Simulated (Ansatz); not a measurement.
**Cancellation of cutoff errors in BN**

Method: DFT PBE, scalar-relativistic, plane waves, PAW in Ansatz.

```yaml
crystal:
  lattice:
    - [0.00000, 3.49532, 2.16609]
    - [1.25163, 0.00000, 2.16609]
    - [1.25163, 3.49532, 0.00000]
  atoms:
    - { symbol: B, position: [0.00005, 0.00005, 0.99995] }
    - { symbol: N, position: [0.66665, 0.66665, 0.33335] }
```

```
Γ-centred k-mesh : 12×12×12
occupation rule  : Gaussian smearing, 0.02 eV
spin treatment   : unpolarised
```

A second cell has all atoms moved and the lattice slightly strained:

```yaml
crystal:
  lattice:
    - [0.00733, 3.45416, 2.10203]
    - [1.24672, -0.04104, 2.17249]
    - [1.24405, 3.49687, -0.06468]
  atoms:
    - { symbol: B, position: [0.00626, 0.99219, 0.99966] }
    - { symbol: N, position: [0.68231, 0.64819, 0.33493] }
```

It ran on a 12×12×12 mesh. Both were run at several values of the cutoff; energies per atom at zero smearing, errors against the largest value (600 eV), which isn't proved converged itself.

```csv
cutoff,"error, first cell (meV)","error, second cell (meV)"
200 eV,2194.22,2195.36
250 eV,626.08,631.35
300 eV,154.34,155.19
350 eV,34.72,34.70
420 eV,3.14,3.12
```

**Question.** At the largest value the second cell lies 9.67 meV/atom above the first. What is the error of that difference at each value, and where does each quantity come within 1 meV/atom?

**Answer.** The error of the difference is the second cell's error less the first's:
```csv
cutoff,difference (meV),its error (meV)
200 eV,10.82,1.15
250 eV,14.94,5.27
300 eV,10.52,0.85
350 eV,9.65,-0.02
420 eV,9.66,-0.01
```

No value below the largest brings the first cell's total energy within 1 meV/atom, while the difference is there from 300 eV on. Most of the error cancels, by a factor of about 248 in the median. A missing short wave mostly misdescribes the region near each nucleus, which both cells share; what doesn't cancel comes largely from the change of volume and bonding.

This form isn't the usual stable structure of the compound.